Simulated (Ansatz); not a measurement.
## Molecular dynamics of Li

input.yaml

```yaml
crystal:
  lattice:
    - [6.98, 0.0, 0.0]
    - [0.0, 6.98, 0.0]
    - [0.0, 0.0, 6.98]
  atoms:
    - { symbol: Li, position: [-0.02934259, -0.03448914, -0.03581837] }
    - { symbol: Li, position: [0.50114841, -0.06575984, 0.05547889] }
    - { symbol: Li, position: [-0.05708019, 0.4125119, 0.0167234] }
    - { symbol: Li, position: [0.0811654, 0.00296935, 0.54882048] }
    - { symbol: Li, position: [0.23218932, 0.19406436, 0.28609388] }
    - { symbol: Li, position: [0.52214033, 0.42808489, 0.07787951] }
    - { symbol: Li, position: [0.49335902, 0.0082226, 0.49787542] }
    - { symbol: Li, position: [0.81132956, 0.18128929, 0.19977506] }
    - { symbol: Li, position: [0.01349985, 0.59281501, 0.47667666] }
    - { symbol: Li, position: [0.31062861, 0.7132837, 0.31057091] }
    - { symbol: Li, position: [0.3103932, 0.18996603, 0.88710538] }
    - { symbol: Li, position: [0.48657056, 0.49454552, 0.56728404] }
    - { symbol: Li, position: [0.81131321, 0.76135594, 0.23798523] }
    - { symbol: Li, position: [0.6477471, 0.21154535, 0.81511661] }
    - { symbol: Li, position: [0.16642839, 0.6960704, 0.81154289] }
    - { symbol: Li, position: [0.72127902, 0.71904678, 0.76822328] }
basis:
  ecutwfc: 420.0
kpoints:
  mp_grid: { grid: [3, 3, 3] }
hamiltonian:
  xc: pbe
scf:
  occupations: { method: fermi_dirac, width: 0.11 }
  lower_state_search: "off"
md:
  timestep: 1
  n_steps: 80
  ensemble: nvt_langevin
  temperature: 780.0
  initial_velocities: maxwell_boltzmann
  seed: 288527
  friction: 0.005
```

Command:

```bash
$ ansatz run input.yaml --threads 1 --pin off --max-ram 3072MiB --backend cpu --events-out ev --progress --plain --runs-dir out
```

It goes on from the last frame of an earlier run, with new velocities.

Output, in part (one step line in 2):

```
md step     0: t =     0.00 fs  T =   731.3 K  F+E_penalty+E_count = -3272.48575965 eV  E_kin = 1.512342 eV  (9 SCF iters)
md step     2: t =     2.00 fs  T =   713.6 K  F+E_penalty+E_count = -3272.42917654 eV  E_kin = 1.475816 eV  (6 SCF iters)
md step     4: t =     4.00 fs  T =   695.0 K  F+E_penalty+E_count = -3272.38958890 eV  E_kin = 1.437436 eV  (6 SCF iters)
md step     6: t =     6.00 fs  T =   738.2 K  F+E_penalty+E_count = -3272.37309949 eV  E_kin = 1.526795 eV  (4 SCF iters)
md step     8: t =     8.00 fs  T =   766.5 K  F+E_penalty+E_count = -3272.38151840 eV  E_kin = 1.585180 eV  (4 SCF iters)
md step    10: t =    10.00 fs  T =   781.1 K  F+E_penalty+E_count = -3272.41627536 eV  E_kin = 1.615369 eV  (6 SCF iters)
md step    12: t =    12.00 fs  T =   814.8 K  F+E_penalty+E_count = -3272.48058975 eV  E_kin = 1.685166 eV  (4 SCF iters)
md step    14: t =    14.00 fs  T =   838.5 K  F+E_penalty+E_count = -3272.57081600 eV  E_kin = 1.734172 eV  (4 SCF iters)
md step    16: t =    16.00 fs  T =   895.4 K  F+E_penalty+E_count = -3272.67667052 eV  E_kin = 1.851881 eV  (4 SCF iters)
md step    18: t =    18.00 fs  T =   892.5 K  F+E_penalty+E_count = -3272.78460264 eV  E_kin = 1.845908 eV  (4 SCF iters)
md step    20: t =    20.00 fs  T =  1006.3 K  F+E_penalty+E_count = -3272.89940535 eV  E_kin = 2.081118 eV  (6 SCF iters)
md step    22: t =    22.00 fs  T =  1021.9 K  F+E_penalty+E_count = -3273.01781647 eV  E_kin = 2.113512 eV  (4 SCF iters)
md step    24: t =    24.00 fs  T =  1076.8 K  F+E_penalty+E_count = -3273.12739101 eV  E_kin = 2.226930 eV  (4 SCF iters)
md step    26: t =    26.00 fs  T =  1156.3 K  F+E_penalty+E_count = -3273.22126745 eV  E_kin = 2.391494 eV  (4 SCF iters)
md step    28: t =    28.00 fs  T =  1182.4 K  F+E_penalty+E_count = -3273.29429595 eV  E_kin = 2.445333 eV  (4 SCF iters)
md step    30: t =    30.00 fs  T =  1140.0 K  F+E_penalty+E_count = -3273.34250118 eV  E_kin = 2.357695 eV  (6 SCF iters)
md step    32: t =    32.00 fs  T =  1128.3 K  F+E_penalty+E_count = -3273.37709830 eV  E_kin = 2.333442 eV  (4 SCF iters)
md step    34: t =    34.00 fs  T =  1170.9 K  F+E_penalty+E_count = -3273.39452895 eV  E_kin = 2.421690 eV  (4 SCF iters)
md step    36: t =    36.00 fs  T =  1224.4 K  F+E_penalty+E_count = -3273.39836961 eV  E_kin = 2.532209 eV  (4 SCF iters)
md step    38: t =    38.00 fs  T =  1265.0 K  F+E_penalty+E_count = -3273.39426490 eV  E_kin = 2.616299 eV  (4 SCF iters)
md step    40: t =    40.00 fs  T =  1258.5 K  F+E_penalty+E_count = -3273.38518143 eV  E_kin = 2.602768 eV  (6 SCF iters)
md step    42: t =    42.00 fs  T =  1267.8 K  F+E_penalty+E_count = -3273.37123853 eV  E_kin = 2.621986 eV  (4 SCF iters)
md step    44: t =    44.00 fs  T =  1272.8 K  F+E_penalty+E_count = -3273.36090125 eV  E_kin = 2.632289 eV  (4 SCF iters)
md step    46: t =    46.00 fs  T =  1310.7 K  F+E_penalty+E_count = -3273.34886749 eV  E_kin = 2.710721 eV  (3 SCF iters)
md step    48: t =    48.00 fs  T =  1267.9 K  F+E_penalty+E_count = -3273.32868341 eV  E_kin = 2.622202 eV  (4 SCF iters)
md step    50: t =    50.00 fs  T =  1183.1 K  F+E_penalty+E_count = -3273.30008659 eV  E_kin = 2.446804 eV  (6 SCF iters)
md step    52: t =    52.00 fs  T =  1150.5 K  F+E_penalty+E_count = -3273.26103709 eV  E_kin = 2.379507 eV  (4 SCF iters)
md step    54: t =    54.00 fs  T =  1200.5 K  F+E_penalty+E_count = -3273.21758727 eV  E_kin = 2.482739 eV  (5 SCF iters)
md step    56: t =    56.00 fs  T =  1188.8 K  F+E_penalty+E_count = -3273.16345370 eV  E_kin = 2.458623 eV  (5 SCF iters)
md step    58: t =    58.00 fs  T =  1137.9 K  F+E_penalty+E_count = -3273.10078730 eV  E_kin = 2.353386 eV  (4 SCF iters)
md step    60: t =    60.00 fs  T =  1092.9 K  F+E_penalty+E_count = -3273.03244412 eV  E_kin = 2.260236 eV  (6 SCF iters)
md step    62: t =    62.00 fs  T =  1051.3 K  F+E_penalty+E_count = -3272.95127723 eV  E_kin = 2.174269 eV  (4 SCF iters)
md step    64: t =    64.00 fs  T =  1029.7 K  F+E_penalty+E_count = -3272.87491094 eV  E_kin = 2.129586 eV  (4 SCF iters)
md step    66: t =    66.00 fs  T =   993.4 K  F+E_penalty+E_count = -3272.81317539 eV  E_kin = 2.054525 eV  (4 SCF iters)
md step    68: t =    68.00 fs  T =  1000.5 K  F+E_penalty+E_count = -3272.76432168 eV  E_kin = 2.069297 eV  (4 SCF iters)
md step    70: t =    70.00 fs  T =  1045.6 K  F+E_penalty+E_count = -3272.72314257 eV  E_kin = 2.162512 eV  (6 SCF iters)
md step    72: t =    72.00 fs  T =  1080.7 K  F+E_penalty+E_count = -3272.68700491 eV  E_kin = 2.235117 eV  (4 SCF iters)
md step    74: t =    74.00 fs  T =  1081.3 K  F+E_penalty+E_count = -3272.66163791 eV  E_kin = 2.236255 eV  (4 SCF iters)
md step    76: t =    76.00 fs  T =  1102.2 K  F+E_penalty+E_count = -3272.63080021 eV  E_kin = 2.279594 eV  (4 SCF iters)
md step    78: t =    78.00 fs  T =  1046.2 K  F+E_penalty+E_count = -3272.58837714 eV  E_kin = 2.163754 eV  (4 SCF iters)
md step    80: t =    80.00 fs  T =  1045.5 K  F+E_penalty+E_count = -3272.54174727 eV  E_kin = 2.162265 eV  (6 SCF iters)
```

All steps were run. The mean temperature of the second half is 45 % above the set value. A run of 0.08 ps of so small a system gives no equilibrium averages. Limits of this set-up: coarse k mesh.

Mean squared displacements from the first frame to the last, about the centre of mass: Li 1.05 Å².

Last frame:

```xyz
16
Lattice="6.9800 0.0000 0.0000 0.0000 6.9800 0.0000 0.0000 0.0000 6.9800" Properties=species:S:1:pos:R:3
Li 0.592 -0.869 -0.296
Li 3.621 -0.172 -0.270
Li -0.059 3.749 0.105
Li -0.111 -0.524 3.658
Li 1.123 1.622 1.759
Li 3.586 2.596 0.226
Li 2.794 -0.394 3.670
Li 4.842 0.846 2.151
Li 0.459 3.212 3.394
Li 1.828 5.301 1.843
Li 1.205 2.042 5.350
Li 3.730 2.835 3.434
Li 4.458 5.165 2.235
Li 5.818 2.327 5.262
Li 2.686 4.415 5.327
Li 5.252 4.959 5.111
```

The run took 10 min on 1 thread of Arm Neoverse V2, on a shared host, peak memory 0.57 GiB.
